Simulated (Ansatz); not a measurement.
# CoO (P3m1) in Ansatz: notebook

One crystal, CoO, is run at these levels: PBEsol; tasks: relaxation of cell and atoms.

Program: Ansatz 0.2.0. These are calculated values, not measurements. Logs are shortened: lines on timing, memory, paths and dates and some standing lists are left out, and cuts for length are marked.

## 1. The crystal as given

It takes space group P6_3mc (No. 186, hexagonal). Conventional cell: a = 3.198 Å, b = 3.198 Å, c = 5.229 Å, α = 90.00°, β = 90.00°, γ = 120.00°. Co (site symmetry 3m) is surrounded by 4 O at 1.93 to 1.97 Å. O (site symmetry 3m) has 4 Co at 1.93 to 1.97 Å as nearest neighbours.

Measurements of this composition are mostly on another form, of space group No. 225.

## 2. Relaxation of cell and atoms, PBEsol, collinear spin, ferromagnetic start

File input.yaml:

```yaml
crystal:
  lattice:
    - [3.1976457435, 0.0, 0.0]
    - [-1.5988228718, 2.7692424462, 0.0]
    - [0.0, 0.0, 5.22870971]
  atoms:
    - { symbol: Co, position: [0.3333333333, 0.6666666667, 0.50336241], spin: 2.0 }
    - { symbol: Co, position: [0.0, 0.0, 0.00347414], spin: 2.0 }
    - { symbol: O, position: [0.3333333333, 0.6666666667, 0.8715556] }
    - { symbol: O, position: [0.0, 0.0, 0.37160885] }
hamiltonian:
  xc: pbesol
  pseudopotentials: { kind: paw }
magnetization:
  spin_polarized: true
kpoints:
  mp_grid: { grid: [10, 10, 5] }
scf:
  occupations: { method: fermi_dirac, width: 0.05 }
output:
  forces: true
  stress: true
  eigenvalues: true
relax:
  f_tol: 0.01
  max_steps: 40
  cell: { stress_tol: 0.05 }
```

Potentials or basis: Ansatz PAW.

Command:

```
ansatz run input.yaml --threads 2 --pin off --max-ram 5632MiB --backend cpu --events-out ev --progress --plain --runs-dir out
```

The log of the run:

```text
Warning: RAYON_NUM_THREADS=2 ignored (pool sized by the plan → 2); use --threads N
Engine: ansatz 0.2.0, x86_64-unknown-linux-gnu
Pseudopotentials: kind: paw
Pseudopotential: Co, paw, valence charge 17, recommended cutoff 420 eV (normal), Co.paw.azcp
Pseudopotential: O, paw, valence charge 6, recommended cutoff 420 eV (normal), O.paw.azcp
Functional definition: PBEsol
  exchange = pbesol_x
  correlation = pbesol_c
Crystal: 4 atoms, lattice volume = 46.301 Å³
Basis set: ecut = 420 eV, 917 PW (Γ), exchange–correlation on 48×48×72 points (8 copies of the dense FFT grid, shifted against one another)
Bands: 30, of which v1, the nominal top of the filled ones, is band 23 counted from 1 (22 counted from 0)
Symmetry: 6 space group operations
Space group: P3m1 (ITA 156), of the structure as read, at distance tolerance 3.6e-5 Å
Magnetic group: BNS 156.49 (UNI 1279), of the structure as read, at distance tolerance 3.6e-5 Å
k-points: 58 of 500 (time reversal used)
Non-local potential: Co, projectors of the file, l = 0: 3, l = 1: 2, l = 2: 3, l = 3: 1
Non-local potential: O, projectors of the file, l = 0: 2, l = 1: 2, l = 2: 1
PAW form: soft (Blöchl's): semilocal exchange-correlation on the pseudo side does not see the compensation charge
PAW frozen core: Co, regenerated for the run's functional, and the local potential with it (the file was generated under x = pbe(κ = 0.804, μ = 0.2195149727645171), c = pbe(β = 0.06672455060314922))
PAW frozen core: O, regenerated for the run's functional, and the local potential with it (the file was generated under x = pbe(κ = 0.804, μ = 0.2195149727645171), c = pbe(β = 0.06672455060314922))
PAW one-centre angular grid: Co, 590 points (default); XC on 64 Gauss nodes
PAW one-centre angular grid: O, 110 points (default); XC on 64 Gauss nodes
Initial density: superposition of atomic densities (chi_scale 0.1, normalization cell, long waves kept (reshape's long-wave potential 0.00 eV rms))
Starting moments: Σ|m| = 4 μB on 2 of 4 sites
Initial wavefunctions: pseudopotential atomic-orbital guess
Functional: x = pbesol(κ = 0.804, μ = 0.12345679012345678), c = pbesol(β = 0.046)
SCF iter   1: F=—  HF=-11302.902916 eV  |F-HF|=—  |Δ(HF+E_count)|=         —  Δρ=1.03e-1 (↑1.03e-1 ↓7.95e-2)  dr2=1.03e1  dr2_m=4.94e-1  M=4.513 μB ∫|m|=4.513 μB  β_m=0.30  ethr=3.10e-3  ⟨swp⟩=5.7  Hψ=12653  notcnv=0
Mixer restart at iter 1: flushing history
preconditioner: auto → Kerker (q_TF=auto, 2.725 Å⁻¹)  [metal: Δε(μ)=0.008 eV  Ē_g=9.627 eV  σ=0.050 eV  W_gap=0.04  n_scr=22 (ndim 8)  ℏωp=29.9 eV  f_vac=0.000  D(μ)=6.29/eV (n_scr^D=98)]
spin=Collinear: Kerker preconditioning applied to the charge; magnetization (m = ρ↑ − ρ↓) channel mixes plain (no charge-response kernel on spin).
SCF iter   2: F=—  HF=-11304.031338 eV  |F-HF|=—  |Δ(HF+E_count)|=    1.13e0  Δρ=4.93e-2 (↑4.93e-2 ↓4.02e-2)  dr2=1.71e0  dr2_m=4.18e-1  M=4.723 μB ∫|m|=4.723 μB  β_m=0.39  ethr=3.10e-3  ⟨swp⟩=3.7  Hψ=8375  notcnv=0  defer=51
SCF iter   3: F=—  HF=-11304.684976 eV  |F-HF|=—  |Δ(HF+E_count)|=   6.54e-1  Δρ=2.86e-2 (↑2.86e-2 ↓2.79e-2)  dr2=4.77e-1  dr2_m=2.17e-1  M=4.932 μB ∫|m|=4.933 μB  β_m=0.68  ethr=3.10e-3  ⟨swp⟩=2.0  Hψ=5117  notcnv=0  defer=53
SCF iter   4: F=—  HF=-11304.804581 eV  |F-HF|=—  |Δ(HF+E_count)|=   1.20e-1  Δρ=2.09e-2 (↑8.51e-3 ↓2.09e-2)  dr2=1.97e-1  dr2_m=2.75e-2  M=5.413 μB ∫|m|=5.417 μB  β_m=0.84  ethr=1.04e-3  ⟨swp⟩=3.5  Hψ=6923  notcnv=0  defer=53
SCF iter   5: F=—  HF=-11304.890708 eV  |F-HF|=—  |Δ(HF+E_count)|=         —  Δρ=1.77e-2 (↑1.47e-2 ↓1.77e-2)  dr2=5.03e-2  dr2_m=9.90e-2  M=5.786 μB ∫|m|=5.790 μB  β_m=0.84  ethr=4.28e-4  ⟨swp⟩=2.0  Hψ=5927  notcnv=0  defer=94
Mixer restart at iter 5: flushing history
SCF iter   6: F=—  HF=-11304.892839 eV  |F-HF|=—  |Δ(HF+E_count)|=   2.13e-3  Δρ=7.54e-3 (↑7.54e-3 ↓7.26e-3)  dr2=2.95e-2  dr2_m=1.06e-2  M=5.816 μB ∫|m|=5.821 μB  β_m=0.92  ethr=1.09e-4  ⟨swp⟩=2.1  Hψ=6878  notcnv=0  defer=94
SCF iter   7: F=—  HF=-11304.898438 eV  |F-HF|=—  |Δ(HF+E_count)|=   5.60e-3  Δρ=1.14e-2 (↑5.86e-3 ↓1.14e-2)  dr2=8.05e-2  dr2_m=3.76e-3  M=5.817 μB ∫|m|=5.823 μB  β_m=0.70  ethr=6.41e-5  ⟨swp⟩=2.2  Hψ=7707  notcnv=0  defer=97
SCF iter   8: F=—  HF=-11304.888437 eV  |F-HF|=—  |Δ(HF+E_count)|=   1.00e-2  Δρ=6.96e-4 (↑3.98e-4 ↓6.96e-4)  dr2=3.65e-4  dr2_m=2.38e-5  M=5.819 μB ∫|m|=5.825 μB  β_m=0.71  ethr=6.41e-5  ⟨swp⟩=2.0  Hψ=6864  notcnv=0  defer=97
SCF iter   9: F=—  HF=-11304.888504 eV  |F-HF|=—  |Δ(HF+E_count)|=   6.64e-5  Δρ=7.54e-4 (↑4.39e-4 ↓7.54e-4)  dr2=3.69e-4  dr2_m=1.74e-5  M=5.817 μB ∫|m|=5.823 μB  β_m=0.69  ethr=7.93e-7  ⟨swp⟩=2.0  Hψ=6211  notcnv=0  defer=97
SCF iter  10: F=—  HF=-11304.888529 eV  |F-HF|=—  |Δ(HF+E_count)|=   2.55e-5  Δρ=1.94e-4 (↑1.45e-4 ↓1.94e-4)  dr2=2.97e-5  dr2_m=6.09e-6  M=5.815 μB ∫|m|=5.821 μB  β_m=0.81  ethr=7.93e-7  ⟨swp⟩=2.7  Hψ=5811  notcnv=0  defer=97
SCF iter  11: F=—  HF=-11304.888483 eV  |F-HF|=—  |Δ(HF+E_count)|=   4.63e-5  Δρ=1.39e-4 (↑6.65e-5 ↓1.39e-4)  dr2=8.86e-6  dr2_m=1.83e-6  M=5.814 μB ∫|m|=5.820 μB  β_m=0.91  ethr=6.46e-8  ⟨swp⟩=2.0  Hψ=5110  notcnv=0  defer=97
SCF iter  12: F=—  HF=-11309.836335 eV  |F-HF|=—  |Δ(HF+E_count)|=         —  Δρ=3.28e-1 (↑3.28e-1 ↓3.19e-1)  dr2=4.04e-2  dr2_m=4.44e1  M=0.603 μB ∫|m|=4.489 μB  β_m=1.00  ethr=1.93e-8  ⟨swp⟩=2.1  Hψ=5095  notcnv=0  defer=97
Mixer restart at iter 12: flushing history
[... 147 lines left out ...]
SCF iter   3: F=—  HF=-11305.148772 eV  |F-HF|=—  |Δ(HF+E_count)|=   4.56e-7  Δρ=1.15e-5 (↑1.15e-5 ↓1.13e-5)  dr2=1.82e-8  dr2_m=7.20e-9  M=0.000 μB ∫|m|=4.496 μB  β_m=0.51  ethr=8.21e-10  ⟨swp⟩=2.0  Hψ=5201  notcnv=0
SCF iter   4: F=—  HF=-11305.148772 eV  |F-HF|=—  |Δ(HF+E_count)|=   7.28e-7  Δρ=4.64e-6 (↑3.88e-6 ↓4.64e-6)  dr2=1.05e-8  dr2_m=1.19e-9  M=0.000 μB ∫|m|=4.496 μB  β_m=0.49  ethr=3.96e-11  ⟨swp⟩=2.0  Hψ=5119  notcnv=0
SCF iter   5: F=—  HF=-11305.148772 eV  |F-HF|=—  |Δ(HF+E_count)|=   5.66e-8  Δρ=3.92e-6 (↑3.92e-6 ↓3.13e-6)  dr2=1.90e-9  dr2_m=3.55e-9  M=0.000 μB ∫|m|=4.496 μB  β_m=0.75  ethr=2.28e-11  ⟨swp⟩=2.0  Hψ=5320  notcnv=0
SCF iter   6: F=—  HF=-11305.148772 eV  |F-HF|=—  |Δ(HF+E_count)|=   8.16e-7  Δρ=4.74e-6 (↑1.21e-6 ↓4.74e-6)  dr2=9.16e-9  dr2_m=1.70e-9  M=0.000 μB ∫|m|=4.496 μB  β_m=0.75  ethr=4.13e-12  ⟨swp⟩=2.0  Hψ=6162  notcnv=0
SCF iter   7: F=—  HF=-11305.148772 eV  |F-HF|=—  |Δ(HF+E_count)|=  4.27e-10  Δρ=9.93e-7 (↑9.93e-7 ↓9.82e-7)  dr2=4.93e-10  dr2_m=2.47e-10  M=0.000 μB ∫|m|=4.496 μB  β_m=0.79  ethr=4.13e-12  ⟨swp⟩=2.0  Hψ=6164  notcnv=0
SCF iter   8: F=—  HF=-11305.148772 eV  |F-HF|=—  |Δ(HF+E_count)|=  8.55e-11  Δρ=4.09e-7 (↑4.09e-7 ↓3.47e-7)  dr2=1.73e-10  dr2_m=1.36e-12  M=0.000 μB ∫|m|=4.496 μB  β_m=0.68  ethr=1.07e-12  ⟨swp⟩=2.2  Hψ=4625  notcnv=0
SCF iter   9: F=—  HF=-11305.148772 eV  |F-HF|=—  |Δ(HF+E_count)|=  2.18e-11  Δρ=1.24e-7 (↑1.24e-7 ↓1.22e-7)  dr2=1.54e-11  dr2_m=2.26e-12  M=0.000 μB ∫|m|=4.496 μB  β_m=0.56  ethr=1.00e-12  ⟨swp⟩=2.1  Hψ=4314  notcnv=0
SCF iter  10: F=—  HF=-11305.148772 eV  |F-HF|=—  |Δ(HF+E_count)|=    0.00e0  Δρ=8.69e-8 (↑8.69e-8 ↓7.83e-8)  dr2=7.75e-13  dr2_m=2.29e-12  M=0.000 μB ∫|m|=4.496 μB  β_m=0.78  ethr=1.00e-12  ⟨swp⟩=1.0  Hψ=3480  notcnv=0
SCF iter  11: F=-11305.148772 eV  HF=-11305.148772 eV  |F-HF|=3.82e-11  |Δ(HF+E_count)|=  7.28e-12  Δρ=2.56e-7 (↑2.56e-7 ↓1.13e-7)  dr2=3.73e-11  dr2_m=6.85e-12  M=0.000 μB ∫|m|=4.496 μB  ethr=1.00e-12  ⟨swp⟩=2.0  Hψ=9141  notcnv=0
the starting moments were not kept: 1 of 2 ended reversed and 1 kept their direction, counting a site from 0.1 μB. The largest reversed, site 1 (counted from 0, in the order of the report's site_moments_mub), started with +2.0 μB and closes at -1.9e0 μB in its sphere. The net magnetisation is 2.9e-5 μB in size, at most 0.1 of the 4 μB that the starting moments add up to as vectors.
SCF 9 converged in 11 iterations: F = -11305.148772 eV  dr2 = 3.73e-11
relax step   9: F+E_penalty+E_count = -11305.14877152 eV  Δ(F+E_penalty+E_count) = +6.672e-4 eV  max|allowed force component| = 9.753e-4 eV/Å  Δτ_max = 0.0000 Å  P = -0.014 GPa  Ω = 42.334 Å³  stress off target by 2.53e-2 GPa  SCF on the basis re-selected at this cell (its energy is not comparable with the rows above)  (11 SCF iters)
basis re-selected at this cell: Δ(F+E_penalty+E_count) = +6.672e-4 eV, ΔP = -0.018 GPa vs the last step (what re-selecting the basis moved, of the pressure what is left beyond the Pulay correction that the steps carried, after the strain that the cell walked since its last selection, with what the two solves' SCF thresholds leave and, on support functions, any second-order correction that the steps lacked; it is no measure of the basis error at this ecutwfc). This SCF's stress stands 2.53e-2 GPa from its target on what of the cell is left free (relax.cell.stress_tol is 5.00e-2 GPa) and its largest allowed force component is 9.75e-4 eV/Å (relax.f_tol is 1.00e-2 eV/Å): within both
SCF converged after 11 iterations
Magnetization: 0.0000 μB (23.0000 up, 23.0000 down)
Absolute magnetization: 4.4959 μB (∫|ρ↑−ρ↓|, with the PAW one-centre terms)
Spin contamination: 2.0532 ħ² per cell (⟨S²⟩ above its minimum at these occupations)
Per-site moments (μB) at R_I (Å): [(1.8866008139743113, 0.7717442207512892), (-1.8865791166773156, 0.7717445086722882), (-0.13975577949447066, 0.7717442207512892), (0.13976247635241318, 0.7717445086722882)]
Free energy (F): -11305.148772 eV
Harris-Foulkes:  -11305.148772 eV  (|F-HF|=3.82e-11)
Internal energy: -11305.107532 eV  (E = F + TS)
E sigma→0 (E₀):  -11305.128152 eV
Entropy (-TS):   -0.041240 eV (-10.310 meV/atom)
Fermi energy:    12.399083 eV
--- Per-component energies (eV) ---
  E_band       = -687.886326
  E_kinetic    = 1242.503663
  E_local      = -7527.190223  (includes V_loc(G=0)·N_el)
  E_nonlocal   = 1027.465755
  E_hartree    = 3104.645731
  E_xc         = -454.330415
  E_vxc        = -586.997375  (∫ρ·V_xc dr)
  E_paw        = -3275.649913  (= ΣΔE_a)
  E_vpaw       = -1052.964506  (= ΣTr[D̂ρ^β])
  E_aug_tail   = 0.004780  (compensation charges beyond the density's cutoff)
  E_ewald      = -5423.004323
  E_core_change = 0.447414  (= ΣΔE_core)
  E_smearing   = -0.041240  (= −TS)
  E_closure    = 0.000000  (closes the sum)
  Σ components = -11305.148772   (vs F -11305.148772, Δ=0.00e0)
--- Forces (eV/Å), atoms counted from 1 ---
  atom   1  Co     0.00000000    -0.00000000     0.00094250
  atom   2  Co     0.00000000     0.00000000     0.00097406
  atom   3  O     -0.00000000    -0.00000000    -0.00097164
  atom   4  O      0.00000000     0.00000000    -0.00094982
  max |Σ_I F_I| component: 4.90e-6 eV/Å
--- Stress (GPa, compression-positive) ---
       -0.025300       0.000000       0.000000
        0.000000      -0.025300      -0.000000
        0.000000      -0.000000       0.007576
  P = ⅓ Tr σ = -0.0143 GPa (-0.143 kbar)
--- Band table (eV; the first three rows and the last of 116) ---
  k-point 0 ↑: bands = ["-83.8002", "-81.3921", "-47.5065", "-47.0838", "-47.0838", "-45.0092", "-44.8040", "-44.8040", "-8.2357", "-7.4684", "4.5549", "5.7320", "6.1093", "6.1093", "6.9521", "6.9521", "10.1144", "10.1144", "10.5326", "11.3932", "11.3932", "12.4560", "12.4560", "12.5591", "14.1393", "14.3744", "14.3744", "18.3814", "19.4973", "25.9509"]
  k-point 1 ↑: bands = ["-83.8001", "-81.3920", "-47.5065", "-47.0838", "-47.0838", "-45.0091", "-44.8040", "-44.8040", "-8.1733", "-7.5361", "4.6033", "5.5731", "6.1184", "6.1184", "6.9240", "6.9240", "10.1438", "10.1438", "10.6990", "11.4112", "11.4112", "12.4836", "12.4836", "12.7956", "14.2065", "14.3112", "14.3112", "17.3887", "20.4474", "24.9551"]
  k-point 2 ↑: bands = ["-83.8001", "-81.3920", "-47.5064", "-47.0838", "-47.0838", "-45.0092", "-44.8040", "-44.8040", "-8.0253", "-7.6929", "4.7527", "5.2509", "6.1345", "6.1345", "6.8776", "6.8776", "10.1928", "10.1928", "11.0126", "11.4331", "11.4331", "12.5422", "12.5422", "13.0205", "14.1998", "14.1998", "14.7680", "16.0293", "21.7899", "23.3056"]
  k-point 57 ↓: bands = ["-83.7977", "-81.3894", "-47.5027", "-47.1071", "-47.1004", "-45.0047", "-44.8307", "-44.8229", "-7.3839", "-7.1214", "5.1661", "5.2941", "5.5601", "5.8488", "6.6720", "6.8943", "9.5372", "10.2428", "10.5945", "10.9209", "11.2184", "11.5150", "11.9196", "12.5256", "13.0463", "13.4848", "19.3925", "19.8506", "20.9371", "21.1759"]
--- Relaxed structure (7 steps of the walk, 7 accepted, 2 SCFs on fresh bases) ---
  F+E_penalty+E_count = -11305.14877152 eV   max|allowed force component| = 9.753e-4 eV/Å   (the final SCF, on the basis selected at the relaxed cell)
  cell:  # Å, volume = 42.3339 Å³
    - [3.051037671200582, 2.7544062553014602e-11, 2.4576899951656792e-18]
    - [-1.5255188356241447, 2.642276131149245, -4.9153799904850754e-18]
    - [4.018752723986258e-18, -6.960683901145133e-18, 5.251253294740062]
  atoms:
    - { symbol: Co, position: [0.3333333333333333, 0.6666666666666667, 0.5093629344829147] }
    - { symbol: Co, position: [7.430545461587174e-30, -2.739930513678364e-17, 0.009361582509690516] }
    - { symbol: O, position: [0.3333333333333333, 0.6666666666666667, 0.8656388510309081] }
    - { symbol: O, position: [-7.532092358774136e-30, -2.811691565436816e-17, 0.36563763197648663] }
```

It took 7.2 min on 2 threads of Intel Xeon at 2.50GHz (Skylake/Cascade Lake), shared host; peak memory 0.48 GiB.

What came out:

```
Free energy                            : -11305.1488 eV
Relaxed volume                         : 10.58 Å³/atom
Relaxed cell                           : a = 3.051 Å, b = 3.051 Å, c = 5.251 Å, α = 90.00°, β = 90.00°, γ = 120.00°
Space group after relaxing (to 0.05 Å) : P6_3mc (No. 186)
Energy gained by relaxing              : 35.8 meV/atom
Ionic steps                            : 9
Pressure after relaxing                : 0.0 GPa
Band gap on the k mesh                 : none (metal or under the smearing width)
Net moment                             : 0.00 μB per cell
Absolute moment                        : 4.50 μB per cell
Site moments                           : Co +1.89, -1.89; O -0.14, +0.14 μB
```

The path:
```csv
step,energy change (eV),largest force (eV/Å),volume (Å³)
1,0.0000,0.1014,46.30
2,-0.0906,0.0782,44.77
3,-0.1524,0.0566,42.30
4,-0.1524,0.0464,42.49
5,-0.1525,0.0690,42.49
6,-0.1531,0.0002,42.48
7,-0.1430,0.0008,42.48
8,-0.1439,0.0012,42.33
9,-0.1432,0.0010,42.33
```

Final structure:
```
Co O
1.0
     3.05104    0.00000    0.00000
    -1.52552    2.64228    0.00000
     0.00000    0.00000    5.25125
Co O
2 2
Direct
  0.33333 0.66667 0.50936
  0.00000 0.00000 0.00936
  0.33333 0.66667 0.86564
  0.00000 0.00000 0.36564
```

Levels at points of the mesh, in eV from the Fermi level:
Spin up:
```
            k point  band 19  band 20  band 21  band 22  band 23  band 24  band 25  band 26  band 27  band 28
 (0.00, 0.00, 0.00)    -1.87    -1.01    -1.01     0.06     0.06     0.16     1.74     1.98     1.98     5.98
(0.00, -0.50, 0.00)    -1.88    -1.86    -1.24    -0.38    -0.21    -0.04     0.65     1.29     6.11     6.45
```
Spin down:
```tsv
k point	band 20	band 21	band 22	band 23	band 24	band 25	band 26	band 27
(0.00, 0.00, 0.00)	-1.01	-1.01	0.06	0.06	0.16	1.74	1.98	1.98
(0.00, -0.50, 0.00)	-1.86	-1.24	-0.38	-0.21	-0.04	0.65	1.29	6.11
```

Caveat: the plane-wave basis is chosen anew once the cell has moved, so the energies of steps on either side of that aren't comparable; the pressure holds a Pulay correction of +0.7 GPa for the finite cutoff; semilocal functionals often make such compounds metallic where correlation or magnetic order opens a gap, which also shifts bond lengths; the PAW data sets come from PBE, with cores solved anew for the run's functional, which leaves a small shift of forces and pressure; the starting moments weren't kept.

## 3. Relaxation of cell and atoms, PBEsol, collinear spin, ferromagnetic start, target pressure 2 GPa, at which the enthalpy is minimised

Changes to input.yaml since step 2:

```diff
@@ -26,2 +26,2 @@
   max_steps: 40
-  cell: { stress_tol: 0.05 }
+  cell: { stress_tol: 0.05, p_target: 2.0 }
```

Potentials or basis: Ansatz PAW.

Command:

```
ansatz run input.yaml --threads 2 --pin off --max-ram 5632MiB --backend cpu --events-out ev --progress --plain --runs-dir out
```

Wall time 6.7 min (2 threads of Intel Xeon at 2.50GHz (Skylake/Cascade Lake), shared host); peak memory 0.48 GiB.

The run converged. Its results:

| Property | Result |
| --- | --- |
| Free energy | -11305.1447 eV |
| Relaxed volume | 10.42 Å³/atom |
| Relaxed cell | a = 3.024 Å, b = 3.024 Å, c = 5.260 Å, α = 90.00°, β = 90.00°, γ = 120.00° |
| Space group after relaxing (to 0.05 Å) | P6_3mc (No. 186) |
| Energy change on relaxing (the enthalpy is what falls) | -34.8 meV/atom |
| Ionic steps | 10 |
| Pressure after relaxing | 2.0 GPa |
| Band gap on the k mesh | none (metal or under the smearing width) |
| Net moment | 0.00 μB per cell |
| Absolute moment | 4.39 μB per cell |
| Site moments | Co +1.84, -1.84; O -0.13, +0.13 μB |

The path:
```tsv
step	energy change (eV)	largest force (eV/Å)	volume (Å³)
1	0.0000	0.1014	46.30
2	-0.1031	0.0759	44.47
3	-0.1475	0.0645	41.63
4	-0.1510	0.0600	41.89
5	-0.1515	0.0233	41.89
6	-0.1525	0.0032	41.92
7	-0.1521	0.0004	41.85
8	-0.1409	0.0008	41.85
9	-0.1400	0.0005	41.67
10	-0.1392	0.0006	41.67
```

Final structure:
```xyz
4
Lattice="3.0244 0.0000 0.0000 -1.5122 2.6192 0.0000 0.0000 0.0000 5.2602" Properties=species:S:1:pos:R:3 pbc="T T T"
Co    0.0000    1.7461    2.6857
Co    0.0000    0.0000    0.0557
O     0.0000    1.7461    4.5470
O     0.0000    0.0000    1.9169
```

Levels at points of the mesh, in eV from the Fermi level:
Spin up:
```tsv
k point	band 20	band 21	band 22	band 23	band 24	band 25	band 26	band 27
(0.00, 0.00, 0.00)	-1.02	-1.02	0.06	0.06	0.17	1.79	1.97	1.97
(0.00, -0.50, 0.00)	-1.83	-1.21	-0.43	-0.20	-0.04	0.63	1.31	6.18
```
Spin down:
| k point | band 21 | band 22 | band 23 | band 24 | band 25 | band 26 |
| --- | --- | --- | --- | --- | --- | --- |
| (0.00, 0.00, 0.00) | -1.02 | 0.06 | 0.06 | 0.17 | 1.79 | 1.97 |
| (0.00, -0.50, 0.00) | -1.21 | -0.43 | -0.20 | -0.04 | 0.63 | 1.31 |

Caveat: the plane-wave basis is chosen anew once the cell has moved, so the energies of steps on either side of that aren't comparable; the pressure holds a Pulay correction of +0.8 GPa for the finite cutoff; semilocal functionals often make such compounds metallic where correlation or magnetic order opens a gap, which also shifts bond lengths; the PAW data sets come from PBE, with cores solved anew for the run's functional, which leaves a small shift of forces and pressure; the starting moments weren't kept. With open d or f shells a metallic result of PBEsol can be an artefact of self-interaction; +U or a hybrid may open a gap.

[end of part 1 of 3]
